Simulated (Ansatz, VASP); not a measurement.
Two plane-wave programs on PbS

```xyz
2
Lattice="0.0530 3.0402 3.0402 3.0402 0.0530 3.0402 3.0402 3.0402 0.0530" Properties=species:S:1:pos:R:3 pbc="T T T"
Pb    0.0000    0.0000    0.0000
S     3.0667    3.0667    3.0667
```

Change from the starting cell: shear_111 strain +2.7%.

Alike in both runs: task single point; functional HSE06; k mesh 6 × 6 × 6; no spin polarisation.

|  | VASP | Ansatz |
| --- | --- | --- |
| version | VASP 6.6.1 | Ansatz 0.2.0 |
| potentials or method | VASP PAW PBE potentials, release 64 (Pb_d, S) | plane waves, PAW |
| plane-wave cutoff (eV) | 520 | 420 |
| occupations | gaussian, width 0.01 eV | fixed |
| valence electrons in the cell | 20 | 20 |

|  | VASP | Ansatz | Ansatz less VASP |
| --- | --- | --- | --- |
| gap on the k mesh at the Fermi level (eV) | 0.82 | 0.81 | -0.006 |
| pressure (GPa) | -1.7 | -1.6 | +0.10 |
| largest component of the traceless stress (GPa) | 0.41 | 0.40 | -0.001 |

Ansatz warned: «stress_exchange_threshold_loose».

Caveats: the PAW data sets were made with another functional, which shifts forces and pressure a little (VASP); spin-orbit coupling is left out, which as a rule narrows the gap of such compounds by several tenths of an eV. A k mesh can miss the band edges.
